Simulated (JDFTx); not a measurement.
# Br under changes of volume

One of the cells (28.997 Å³/atom); the others are scaled copies at fixed shape and fractional positions:

```
Br
1.0
    -1.42349    1.42349    3.57752
     1.42349   -1.42349    3.57752
     1.42349    1.42349   -3.57752
Br
1
Direct
  0.00000 0.00000 0.00000
```

- Program: JDFTx 1.7.0 (patched build)
- Functional: PBE
- Potentials or basis: PseudoDojo-SR-PBE-0.5-standard
- Cutoff: 626 eV
- Density cutoff: 2503 eV
- k mesh: 13 × 13 × 13
- Occupations: fermi-dirac, width 0.05 eV
- Spin: no spin polarisation

| volume (Å³/atom) | energy over the lowest point (meV/atom) | pressure (GPa) |
| --- | --- | --- |
| 27.257 | 33.70 | 4.2 |
| 27.837 | 20.56 | 3.1 |
| 28.417 | 11.00 | 2.2 |
| 28.997 | 4.62 | 1.4 |
| 29.577 | ? | ? |
| 30.157 | 0.00 | 0.0 |
| 30.737 | 1.17 | -0.6 |

Q: What does the run at 29.577 Å³/atom give?

A: Energy over the lowest point 1.06 meV/atom; pressure 0.6 GPa.

Worked out: A Birch-Murnaghan fit of order 3 (a polynomial in V^(-2/3)) to the other rows has its minimum at 30.13 Å³/atom with B0 = V·E''(V) = 32 GPa and B' = 5.2 at fixed shape and positions, which overstates the stiffness. It gives 1.06 meV/atom at 29.577 Å³/atom, against the run's 1.06, and -dE/dV = 0.6 GPa, against 0.6.

Energies are extrapolated to zero smearing.

Caveats: an odd number of electrons without spin polarisation forces a metal; a magnetic or distorted state may lie lower.
